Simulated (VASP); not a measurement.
Input of a VASP 6.6.1 run:

File INCAR:

```
SYSTEM = Ba
PREC     = Accurate       ! precision mode
ENCUT    = 520            ! plane-wave cutoff, eV
EDIFF    = 1E-7           ! SCF threshold, eV
ISMEAR   = 0              ! smearing method
SIGMA    = 0.05           ! smearing width, eV
LREAL    = .FALSE.        ! projectors in reciprocal space
LASPH    = .TRUE.         ! aspherical terms in the spheres
NELM     = 80             ! most SCF steps
ALGO     = Normal         ! electronic algorithm
ISIF     = 2              ! what is computed and relaxed
LWAVE    = .FALSE.        ! write WAVECAR
LCHARG   = .TRUE.         ! write CHGCAR
LDIPOL   = .TRUE.       
IDIPOL   = 3            
DIPOL    = 0.5 0.5 0.500
GGA      = PE             ! functional
LELF     = .TRUE.         ! ELF
LVHAR    = .TRUE.       
LVACPOTAV= .TRUE.
```

File KPOINTS:

```
Automatic mesh
0
G
  6 4 1
  0 0 0
```

Contents of POSCAR:

```
Ba
1.0
    4.3301270189      0.0000000000      0.0000000000
    0.0000000000      7.0710678119      0.0000000000
    0.0000000000      0.0000000000     25.2062072616
Ba
6
Direct
    0.3333333333      0.5000000000      0.2975457562
    0.6666666667      0.0000000000      0.3785274537
    0.0000000000      0.5000000000      0.4595091512
    0.3333333333      0.0000000000      0.5404908488
    0.6666666667      0.5000000000      0.6214725463
    0.0000000000      0.0000000000      0.7024542438
```

Potentials or basis: VASP PAW PBE potentials, release 64 (Ba_sv).

Command:

```sh
$ cat potpaw_PBE.64/Ba_sv/POTCAR > POTCAR
$ mpirun -np 1 vasp_std > vasp.out
```

(1) Predict the work function of the upper face.

(2) Estimate the work function of the lower face.

(3) What does it give for the band gap on the k mesh?

(4) Predict the largest force.

## Answers

(1) 2.33 eV.

(2) 2.33 eV.

(3) none (metal or under the smearing width).

(4) 0.133 eV/Å.
